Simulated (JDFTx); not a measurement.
Crystal: AgCl (Chlorargyrite).

```
CELL_PARAMETERS angstrom
0.00000 2.73500 2.73500
2.73500 0.00000 2.73500
2.73500 2.73500 0.00000
ATOMIC_POSITIONS crystal
Ag 0.00000 0.00000 0.00000
Cl 0.50000 0.50000 0.50000
```

Base run:

```yaml
Program: JDFTx 1.7.0 (patched build)
Functional: TASK
Potentials_or_basis: SG15-PBE-1.2
Cutoff: 1088 eV
Density_cutoff: 8708 eV
k_mesh: 5 × 5 × 5
Occupations: fermi-dirac, width 0.05 eV
Spin: no spin polarisation
```

Its results: band gap on the k mesh 2.43 eV, indirect (least direct gap 4.82 eV); pressure 11.3 GPa.

Question: The run is repeated on the same cell with these changes: functional from TASK to SCAN. What comes out?

Answer: Band gap on the k mesh 1.51 eV, indirect (least direct gap 3.89 eV); pressure 2.0 GPa.

Caveats: the potentials were made for another functional, which shifts forces and pressure; an odd mesh through Γ misses points on the zone boundary, where band edges often lie.

Not every run made on this cell is shown here.
